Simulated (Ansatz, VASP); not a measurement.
MgS: VASP beside Ansatz

```
Mg S
1.0
     0.00000    2.53661    2.66669
     2.53661    0.00000    2.66669
     2.53661    2.53661    0.00000
Mg S
1 1
Direct
  0.00000 0.00000 0.00000
  0.50000 0.50000 0.50000
```

Change from the starting cell: strain -0.025 along x and y, +0.025 along z, atoms carried along.

Alike in both runs: task single point; functional PBEsol; k mesh 8 × 8 × 8; occupations gaussian, width 0.05 eV; no spin polarisation.

|  | VASP | Ansatz |
| --- | --- | --- |
| version | VASP 6.6.1 | Ansatz 0.2.0 |
| potentials or method | VASP PAW PBE potentials, release 64 (Mg, S) | scalar-relativistic, plane waves, PAW |
| plane-wave cutoff (eV) | 520 | 420 |
| valence electrons in the cell | 8 | 16 |

Ansatz gave:

```
gap on the k mesh at the Fermi level (eV)       : 2.56
least direct gap on the mesh (eV)               : 3.67
pressure (GPa)                                  : 1.5
largest component of the traceless stress (GPa) : 3.76
```

Problem. Estimate VASP's values.

Solution. gap on the k mesh at the Fermi level (eV): 2.56; least direct gap on the mesh (eV): 3.67; pressure (GPa): 1.3; largest component of the traceless stress (GPa): 3.75.

The functional is the same, so the differences come from potentials, cutoffs and numerics. The two sets of potentials don't hold the same shells in valence.

Caveats: the PAW data sets were made with another functional, which shifts forces and pressure a little (VASP). A k mesh can miss the band edges.
